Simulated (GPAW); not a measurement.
Write an ASE script for GPAW 26.7.0 that does the following.

* Task: band structure
* Functional: LDA
* Potentials or basis: the program's PAW data sets (release 1.2.1) made for this functional
* Cutoff: 800 eV
* Basis: pw
* k mesh: 11 × 11 × 11
* Occupations: fermi-dirac, width 0.05 eV
* Spin: no spin polarisation
* Maxiter: 150
* Band path: GXWKGLUWLK,UX
* Band points: 80

The system is MgO.

```
CELL_PARAMETERS angstrom
0.00000 2.09700 2.09700
2.09700 0.00000 2.09700
2.09700 2.09700 0.00000
ATOMIC_POSITIONS crystal
Mg 0.00000 0.00000 0.00000
O 0.50000 0.50000 0.50000
```

The cell is a database's computed one.

The input as run:

run.py

```python
from ase import Atoms
from ase.dft.bandgap import bandgap
from ase.io import write
from ase.units import GPa
from gpaw import GPAW, PW

atoms = Atoms(['Mg', 'O'],
              cell=[[0.0, 2.0970013927, 2.0970013927],
                    [2.0970013927, 0.0, 2.0970013927],
                    [2.0970013927, 2.0970013927, 0.0]],
              scaled_positions=[[0.0, 0.0, 0.0],
                                [0.5, 0.5, 0.5]],
              pbc=True)

calc = GPAW(mode=PW(800),
            xc='LDA',
            kpts={'size': (11, 11, 11), 'gamma': True},
            occupations={'name': 'fermi-dirac', 'width': 0.05},
            nbands=16,
            convergence={'density': 1e-05, 'energy': 1e-05},
            maxiter=150,
            txt='gpaw.txt')
atoms.calc = calc
energy = atoms.get_potential_energy()
forces = atoms.get_forces()
stress = atoms.get_stress()
calc.write('gs.gpw')
write('result.traj', atoms)
print(f'Energy: {energy:.6f} eV')
print('Forces (eV/A):')
print(forces.round(4))
print('Stress (GPa):', (stress / GPa).round(3))
print('Fermi level:', round(calc.get_fermi_level(), 4), 'eV')
print(f'Gap: {bandgap(calc)[0]:.4f} eV, direct: {bandgap(calc, direct=True)[0]:.4f} eV')

path = atoms.cell.bandpath('GXWKGLUWLK,UX', npoints=80, eps=1e-4)
bs_calc = calc.fixed_density(kpts=path, symmetry='off', nbands=24,
                             convergence={'bands': 'CBM+6.0', 'eigenstates': 1e-6}, txt='bands.txt')
bs = bs_calc.band_structure()
bs.write('bs.json')
print(f'Gap on the path: {bandgap(bs_calc)[0]:.4f} eV')
```

Potentials or basis: the program's PAW data sets (release 1.2.1) made for this functional, pw.

Launch:

```sh
$ OMP_NUM_THREADS=1 python run.py
```

Results of the run:

| Property | Result |
| --- | --- |
| Pressure | -3.7 GPa |
| Band gap on the k mesh | 4.80 eV, direct |
| Band gap along the path | 4.80 eV, direct |

It took 13 s on 1 thread of Intel(R) Xeon(R) 6975P-C (Granite Rapids), with other jobs on the host, peak memory 0.22 GiB.
